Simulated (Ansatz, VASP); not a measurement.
## Pb: VASP beside Ansatz

```
Pb
1.0
     0.00000    2.52356    2.52356
     2.52356    0.00000    2.52356
     2.52356    2.52356    0.00000
Pb
1
Direct
  0.00000 0.00000 0.00000
```

Change from the starting cell: volume scaled by 1.06.

Alike in both runs: task single point; functional PBE; k mesh 9 × 9 × 9; occupations fermi-dirac, width 0.05 eV; no spin polarisation.

|  | VASP | Ansatz |
| --- | --- | --- |
| version | VASP 6.6.1 | Ansatz 0.2.0 |
| potentials or method | VASP PAW PBE potentials, release 64 (Pb_d), cutoff 520 eV | all-electron LAPW, scalar-relativistic |

```tsv
	VASP	Ansatz	Ansatz less VASP
gap on the k mesh at the Fermi level (eV)	none	none	-
pressure (GPa)	-0.3	-0.3	+0.02
```

A gap of «none» marks a metal or a gap that the smearing closes. Ansatz ran all-electron here, so the differences hold the error of VASP's frozen core and of both bases.

Spin-orbit coupling is left out, which matters for the levels of Pb.
